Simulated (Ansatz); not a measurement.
Write the native input for Ansatz 0.2.0 that does the following.

- Task: relaxation of cell and atoms
- Functional: r2SCAN
- Potentials or basis: Ansatz PAW
- Cutoff: 500 eV (not typed: the program's choice for these potentials)
- k mesh: 8 × 8 × 8
- Occupations: fermi-dirac, width 0.05 eV
- Spin: no spin polarisation

Ge:

```
Ge
1.0
     0.00000    2.82891    2.82891
     2.82891    0.00000    2.82891
     2.82891    2.82891    0.00000
Ge
2
Direct
  0.75000 0.75000 0.75000
  0.50000 0.50000 0.50000
```

One way to write it, as run:

input.yaml

```yaml
crystal:
  lattice:
    - [0.0, 2.82891, 2.82891]
    - [2.82891, 0.0, 2.82891]
    - [2.82891, 2.82891, 0.0]
  atoms:
    - { symbol: Ge, position: [0.75, 0.75, 0.75] }
    - { symbol: Ge, position: [0.5, 0.5, 0.5] }
hamiltonian:
  xc: r2scan
  pseudopotentials: { kind: paw }
kpoints:
  mp_grid: { grid: [8, 8, 8] }
scf:
  occupations: { method: fermi_dirac, width: 0.05 }
output:
  forces: true
  stress: true
  eigenvalues: true
relax:
  f_tol: 0.01
  max_steps: 40
  cell: { stress_tol: 0.05 }
```

Potentials or basis: Ansatz PAW.

Run with:

```bash
$ ansatz run input.yaml --threads 2 --pin off --max-ram 5632MiB --backend cpu --events-out ev --progress --plain --runs-dir out
```

Results of the run:

- Relaxed volume: 22.83 Å³/atom
- Relaxed cell: a = 4.012 Å, b = 4.012 Å, c = 4.012 Å, α = 60.00°, β = 60.00°, γ = 60.00°
- Space group after relaxing (to 0.05 Å): Fd-3m (No. 227)
- Energy gained by relaxing: 0.4 meV/atom
- Ionic steps: 4
- Pressure after relaxing: 0.0 GPa
- Band gap on the k mesh: 0.36 eV, direct

Caveat: the plane-wave basis is chosen anew once the cell has moved, so the energies of steps on either side of that aren't comparable; the PAW data sets come from PBE, with cores solved anew for the run's functional, which leaves a small shift of forces and pressure.

Wall time 2.4 s on 2 threads of AMD EPYC 9R45 96-Core Processor (Zen 5), with other jobs on the host, peak memory 0.48 GiB.
